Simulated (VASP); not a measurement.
# Ni (Ia-3) in VASP: notebook

Runs on Ni. Level: PBE. Tasks: single point.

Everything below comes from runs of VASP 6.6.1. Logs are shortened: lines on timing, memory, paths and dates and some standing lists are left out, and cuts for length are marked.

**1. The structure**

Symmetry: Ia-3, No. 206, cubic system. Conventional cell: a = 6.073 Å, b = 6.073 Å, c = 6.073 Å, α = 90.00°, β = 90.00°, γ = 90.00°. Ni (site symmetry 3) is surrounded by 3 Ni at 2.15 Å.

The cell was built by a generator and needn't be a form met in nature.

**2. Single point, PBE, collinear spin, typed start**

The input, INCAR:

```
PREC = Accurate ; ENCUT = 520
EDIFF = 1E-7 ; ISMEAR = 0
SIGMA = 0.1 ; LREAL = False
LASPH = True ; NELM = 150
ALGO = Normal ; ISIF = 2
LWAVE = False ; LCHARG = False
ISPIN = 2 ; MAGMOM = 0.72 0.72 0.72 0.72 0.72 0.72 0.72 0.72
LORBIT = 11 ; LMAXMIX = 4
GGA = PE ; NBANDS = 54
```

The input, KPOINTS:

```
regular mesh
0
Gamma
  4 4 4
```

The input, POSCAR:

```
Ni
1.0
   -3.0364527342      3.0364527342      3.0364527342
    3.0364527342     -3.0364527342      3.0364527342
    3.0364527342      3.0364527342     -3.0364527342
Ni
8
Direct
    0.2443800527      0.2443800527      0.2443800527
    0.5000000000      0.0000000000      0.2556199473
    0.2556199473      0.5000000000      0.0000000000
    0.0000000000      0.2556199473      0.5000000000
    0.7556199473      0.7556199473      0.7556199473
    0.5000000000      0.0000000000      0.7443800527
    0.7443800527      0.5000000000      0.0000000000
    0.0000000000      0.7443800527      0.5000000000
```

Potentials or basis: VASP PAW PBE potentials, release 64 (Ni).

The run is started by

```
> cat potpaw_PBE.64/Ni/POTCAR > POTCAR
> mpirun -np 1 vasp_std > vasp.out
```

OUTCAR:

```text
PREC = Accurate
   ENCUT = 520
   EDIFF = 1E-7
   ISMEAR = 0
   LREAL = False
   LASPH = True
   NELM = 150
   ISIF = 2
   ISPIN = 2
   LORBIT = 11
   GGA = PE

 ion  position               nearest neighbor table
   1  0.244  0.244  0.244-   2 2.15   3 2.15   4 2.15   5 2.57   5 2.69
   2  0.500  0.000  0.256-   1 2.15   3 2.15   4 2.15   6 2.57   6 2.69
   3  0.256  0.500  0.000-   1 2.15   2 2.15   4 2.15   7 2.57   7 2.69
   4  0.000  0.256  0.500-   1 2.15   3 2.15   2 2.15   8 2.57   8 2.69
   5  0.756  0.756  0.756-   6 2.15   7 2.15   8 2.15   1 2.57   1 2.69
   6  0.500  0.000  0.744-   5 2.15   7 2.15   8 2.15   2 2.57   2 2.69
   7  0.744  0.500  0.000-   5 2.15   8 2.15   6 2.15   3 2.57   3 2.69
   8  0.000  0.744  0.500-   5 2.15   7 2.15   6 2.15   4 2.57   4 2.69

  LATTYP: Found a body centered cubic cell.
 ALAT       =     6.0729054684

  Lattice vectors:

 A1 = (  -3.0364527342,   3.0364527342,   3.0364527342)
 A2 = (   3.0364527342,  -3.0364527342,   3.0364527342)
 A3 = (   3.0364527342,   3.0364527342,  -3.0364527342)

Analysis of symmetry for initial positions (statically):
=====================================================================
 Subroutine PRICEL returns:
 Original cell was already a primitive cell.

 Routine SETGRP: Setting up the symmetry group for a
 body centered cubic supercell.

 Subroutine GETGRP returns: Found 24 space group operations
 (whereof  6 operations were pure point group operations)
 out of a pool of 48 trial point group operations.

The static configuration has the point symmetry S_6 .
 The point group associated with its full space group is T_h .

Analysis of symmetry for dynamics (positions and initial velocities):
=====================================================================
 Subroutine PRICEL returns:
 Original cell was already a primitive cell.

 Routine SETGRP: Setting up the symmetry group for a
 body centered cubic supercell.

 Subroutine GETGRP returns: Found 24 space group operations
 (whereof  6 operations were pure point group operations)
 out of a pool of 48 trial point group operations.

The dynamic configuration has the point symmetry S_6 .
 The point group associated with its full space group is T_h .

Analysis of structural, dynamic, and magnetic symmetry:
=====================================================================
 Subroutine PRICEL returns:
 Original cell was already a primitive cell.

 Routine SETGRP: Setting up the symmetry group for a
 body centered cubic supercell.

 Subroutine GETGRP returns: Found 24 space group operations
 (whereof  6 operations were pure point group operations)
 out of a pool of 48 trial point group operations.

The overall configuration has the point symmetry S_6 .
 The point group associated with its full space group is T_h .

 Subroutine INISYM returns: Found 24 space group operations
 (whereof  6 operations are pure point group operations),
 and found     1 'primitive' translations

----------------------------------------------------------------------------------------

                                     Primitive cell

  volume of cell :     111.9849

  direct lattice vectors                    reciprocal lattice vectors
    -3.036452734  3.036452734  3.036452734     0.000000000  0.164665827  0.164665827
     3.036452734 -3.036452734  3.036452734     0.164665827  0.000000000  0.164665827
     3.036452734  3.036452734 -3.036452734     0.164665827  0.164665827  0.000000000

  length of vectors
     5.259290410  5.259290410  5.259290410     0.232872646  0.232872646  0.232872646

  position of ions in fractional coordinates (direct lattice)
     0.244380053  0.244380053  0.244380053
     0.500000000  0.000000000  0.255619947
     0.255619947  0.500000000  0.000000000
     0.000000000  0.255619947  0.500000000
     0.755619947  0.755619947  0.755619947
     0.500000000  0.000000000  0.744380053
     0.744380053  0.500000000  0.000000000
     0.000000000  0.744380053  0.500000000

  ion indices of the primitive-cell ions
   primitive index   ion index
                 1           1
                 2           2
                 3           3
                 4           4
                 5           5
                 6           6
                 7           7
                 8           8

----------------------------------------------------------------------------------------

 KPOINTS: regular mesh

Automatic generation of k-mesh.
 Grid dimensions read from file:
 generate k-points for:    4    4    4

 Generating k-lattice:

  Cartesian coordinates                     Fractional coordinates (reciprocal lattice)
     0.000000000  0.041166457  0.041166457     0.250000000  0.000000000  0.000000000
     0.041166457  0.000000000  0.041166457     0.000000000  0.250000000  0.000000000
     0.041166457  0.041166457  0.000000000     0.000000000  0.000000000  0.250000000

  Length of vectors
     0.058218161  0.058218161  0.058218161

  Shift w.r.t. Gamma in fractional coordinates (k-lattice)
     0.000000000  0.000000000  0.000000000

 Subroutine IBZKPT returns following result:
 ===========================================

 Found      8 irreducible k-points:

 Following reciprocal coordinates:
            Coordinates               Weight
  0.000000  0.000000  0.000000      1.000000
  0.250000  0.000000  0.000000     12.000000
  0.500000  0.000000  0.000000      6.000000
  0.250000  0.250000  0.000000     24.000000
  0.250000  0.250000  0.250000      2.000000
 -0.250000  0.250000  0.250000      6.000000
  0.500000  0.500000  0.250000     12.000000
  0.500000  0.500000  0.500000      1.000000
   k-points           NKPTS =      8   k-points in BZ     NKDIM =      8   number of bands    NBANDS=     54
   number of dos      NEDOS =    301   number of ions     NIONS =      8
   total plane-waves  NPLWV =  64000
   dimension x,y,z NGX =    40 NGY =   40 NGZ =   40
   dimension x,y,z NGXF=    80 NGYF=   80 NGZF=   80
   ions per type =               8
   NGX,Y,Z   is equivalent  to a cutoff of  12.64, 12.64, 12.64 a.u.
   NGXF,Y,Z  is equivalent  to a cutoff of  25.29, 25.29, 25.29 a.u.
 SYSTEM =  unknown system
   PREC   = accura    normal or accurate (medium, high low for compatibility)
   ISTART =      0    job   : 0-new  1-cont  2-samecut
   ICHARG =      2    charge: 1-file 2-atom 10-const
   ISPIN  =      2    spin polarized calculation?
   LNONCOLLINEAR =      F non collinear calculations
   LSORBIT =      F    spin-orbit coupling
   LASPH  =      T    aspherical Exc in radial PAW
   ENCUT  =  520.0 eV  38.22 Ry    6.18 a.u.   9.78  9.78  9.78*2*pi/ulx,y,z
   NELM   =    150;   NELMIN=  2; NELMDL= -5     # of ELM steps
   EDIFF  = 0.1E-06   stopping-criterion for ELM
   LREAL  =      F    real-space projection
   EDIFFG = 0.1E-05   stopping-criterion for IOM
   NSW    =      0    number of steps for IOM
   IBRION =     -1    ionic relax: 0-MD 1-quasi-New 2-CG
   NFREE  =      0    steps in history (QN), initial steepest desc. (CG)
   ISIF   =      2    stress and relaxation
   ISYM   =      2    0-nonsym 1-usesym 2-fastsym
   POTIM  = 0.5000    time-step for ionic-motion
   TEBEG  =    0.0;   TEEND  =   0.0 temperature during run
   PSTRESS=    0.0 pullay stress
   NELECT =      80.0000    total number of electrons
   NUPDOWN=      -1.0000    fix difference up-down
   EMIN   =  10.00;   EMAX   =-10.00  energy-range for DOS
   EFERMI =   0.00;   METHOD = LEGACY
   ISMEAR =     0;   SIGMA  =   0.10  broadening in eV -4-tet -1-fermi 0-gaus
   EFERMI_NEDOS =   21; number of points for ismear=-14 and -15
   IALGO  =     38    algorithm
   IMIX   =      4    mixing-type and parameters
     AMIX     =   0.40;   BMIX     =  1.00
     AMIX_MAG =   1.60;   BMIX_MAG =  1.00
  volume/ion in A,a.u.               =      14.00        94.46
  Fermi-wavevector in a.u.,A,eV,Ry     =   1.463474  2.765565 29.140356  2.141756
  Thomas-Fermi vector in A             =   2.579564
   LORBIT       =     11    0 simple, 1 ext, 2 COOP (PROOUT), +10 PAW based schemes
   GGA     = PE    functional components
   LHFCALC =     F    Hartree Fock is set to
   AEXX    =    0.0000 exact exchange contribution
   IVDW    =     0    specifies the selected vdW correction
   LEPSILON=     F    determine dielectric tensor
   LRPA    =     F    only Hartree local field effects (RPA)
 spin polarized calculation
 Gauss-broadening in eV      SIGMA  =   0.10
  energy-cutoff  :      520.00
  volume of cell :      111.98
 maximum number of plane-waves:      3043
   NGX = 19   NGY = 19   NGZ = 19

 number of electron      80.0000012 magnetization       6.5892549

 Free energy of the ion-electron system (eV)
  ---------------------------------------------------
  ext. energy  EPLUGINS =         0.00000000
  ---------------------------------------------------
  free energy    TOTEN  =       -36.46321165 eV

  energy without entropy =      -36.39334891  energy(sigma->0) =      -36.42828028

 E-fermi :   6.4460     XC(G=0): -11.6910

 val. band max:        6.4401994788   @ k =  -0.2500   0.2500   0.2500
 cond. band min:       6.4695584295   @ k =   0.2500   0.2500   0.0000
 fundamental gap:      0.0293589508
 Fermi energy:         6.4459833141

 spin component 1

 k-point     1 :       0.0000    0.0000    0.0000
  band No.  band energies     occupation
      1      -1.0625      1.00000
      2       2.3863      1.00000
      3       2.3863      1.00000
      4       2.6255      1.00000
      5       2.6255      1.00000
      6       2.6255      1.00000
[... 44 lines left out ...]
     51       9.2340      0.00000
     52       9.2340      0.00000
[... 383 lines left out ...]
     51      12.5640      0.00000
     52      12.5640      0.00000
 Fermi energy:         6.4459833141

 spin component 2

 k-point     1 :       0.0000    0.0000    0.0000
  band No.  band energies     occupation
      1      -1.0445      1.00000
      2       3.0826      1.00000
      3       3.0826      1.00000
      4       3.3261      1.00000
      5       3.3261      1.00000
      6       3.3261      1.00000
[... 44 lines left out ...]
     51       9.6185      0.00000
     52       9.6185      0.00000
[... 383 lines left out ...]
     51      12.7358      0.00000
     52      12.7358      0.00000
 [bands above 52 left out]

------------------------ aborting loop because EDIFF is reached ----------------------------------------

  FORCE on cell =-STRESS in cart. coord.  units (eV):
  Direction    XX          YY          ZZ          XY          YZ          ZX
  --------------------------------------------------------------------------------------
  -------------------------------------------------------------------------------------
  Total       -0.0474583     -0.0474583     -0.0474583     -0.0000000      0.0000000      0.0000000
  in kB       -0.6789893     -0.6789893     -0.6789893     -0.0000000      0.0000000      0.0000000
  external PRESSURE =      -0.6789893 kB  Pullay stress =       0.0000000 kB

 VOLUME and BASIS-vectors are now :
 -----------------------------------------------------------------------------
  energy-cutoff  :      520.00
  volume of cell :      111.98
      direct lattice vectors                 reciprocal lattice vectors
    -3.036452734  3.036452734  3.036452734     0.000000000  0.164665827  0.164665827
     3.036452734 -3.036452734  3.036452734     0.164665827  0.000000000  0.164665827
     3.036452734  3.036452734 -3.036452734     0.164665827  0.164665827  0.000000000

 POSITION                                       TOTAL-FORCE (eV/Angst)
 -----------------------------------------------------------------------------------
      0.74205      0.74205      0.74205        -0.001678     -0.001678     -0.001678
     -0.74205      2.29440      0.74205         0.001678      0.001678     -0.001678
      0.74205     -0.74205      2.29440        -0.001678      0.001678      0.001678
      2.29440      0.74205     -0.74205         0.001678     -0.001678      0.001678
      2.29440      2.29440      2.29440         0.001678      0.001678      0.001678
      0.74205      3.77850     -0.74205        -0.001678     -0.001678      0.001678
     -0.74205      0.74205      3.77850         0.001678     -0.001678     -0.001678
      3.77850     -0.74205      0.74205        -0.001678      0.001678     -0.001678
 -----------------------------------------------------------------------------------
    total drift:                                0.000000      0.000000     -0.000000

  FREE ENERGIE OF THE ION-ELECTRON SYSTEM (eV)
  ---------------------------------------------------
  free  energy   TOTEN  =       -36.4632116520 eV

  energy  without entropy=      -36.3933489143  energy(sigma->0) =      -36.42828028

 total charge

# of ion       s       p       d       tot
------------------------------------------
    1        0.510   0.384   8.336   9.229
    2        0.510   0.384   8.336   9.229
    3        0.510   0.384   8.336   9.229
    4        0.510   0.384   8.336   9.229
    5        0.510   0.384   8.336   9.229
    6        0.510   0.384   8.336   9.229
    7        0.510   0.384   8.336   9.229
    8        0.510   0.384   8.336   9.229
--------------------------------------------------
tot          4.078   3.068  66.685  73.831

 magnetization (x)

# of ion       s       p       d       tot
------------------------------------------
    1       -0.007  -0.012   0.844   0.825
    2       -0.007  -0.012   0.844   0.825
    3       -0.007  -0.012   0.844   0.825
    4       -0.007  -0.012   0.844   0.825
    5       -0.007  -0.012   0.844   0.825
    6       -0.007  -0.012   0.844   0.825
    7       -0.007  -0.012   0.844   0.825
    8       -0.007  -0.012   0.844   0.825
--------------------------------------------------
tot         -0.059  -0.095   6.755   6.601
```

Run time: 65 s. Hardware: 1 thread of Intel Xeon Platinum 8559C (Emerald Rapids), shared host; peak memory 0.3 GiB.

What came out:

```
Free energy                                           : -36.4632 eV
Pressure                                              : -0.1 GPa
Band gap on the k mesh                                : none (metal or under the smearing width)
Net moment                                            : 6.59 μB per cell
Site moments                                          : Ni +0.82 μB
Valence electrons inside the program's atomic spheres : Ni 9.23
```

Forces in eV/Å, atoms in the order of the input:
```
Ni  -0.002 -0.002 -0.002
Ni   0.002  0.002 -0.002
Ni  -0.002  0.002  0.002
Ni   0.002 -0.002  0.002
Ni   0.002  0.002  0.002
Ni  -0.002 -0.002  0.002
Ni   0.002 -0.002 -0.002
Ni  -0.002  0.002 -0.002
```

Levels at points of the mesh, in eV from the Fermi level:
Spin up:
```csv
k point,band 42,band 43,band 44,band 45,band 46,band 47
"(0.00, 0.00, 0.00)",2.27,2.27,2.58,2.58,2.58,2.67
"(0.50, 0.00, 0.00)",-0.71,-0.08,-0.08,1.34,1.34,4.33
"(0.50, 0.50, 0.50)",-0.59,-0.59,-0.51,-0.51,-0.51,6.04
```
Spin down:
```
           k point  band 33  band 34  band 35  band 36  band 37  band 38  band 39  band 40
(0.00, 0.00, 0.00)    -0.58    -0.50    -0.50    -0.35    -0.35    -0.35     0.43     0.43
(0.50, 0.00, 0.00)    -0.62    -0.62    -0.29    -0.29     0.05     0.05     0.12     0.12
(0.50, 0.50, 0.50)    -0.99    -0.87    -0.87    -0.87     0.29     0.29     0.29     0.33
```

Caveat: the k mesh is coarse (spacing up to 0.37 Å⁻¹), so the values aren't converged.

(Continued in part 2 of 2.)
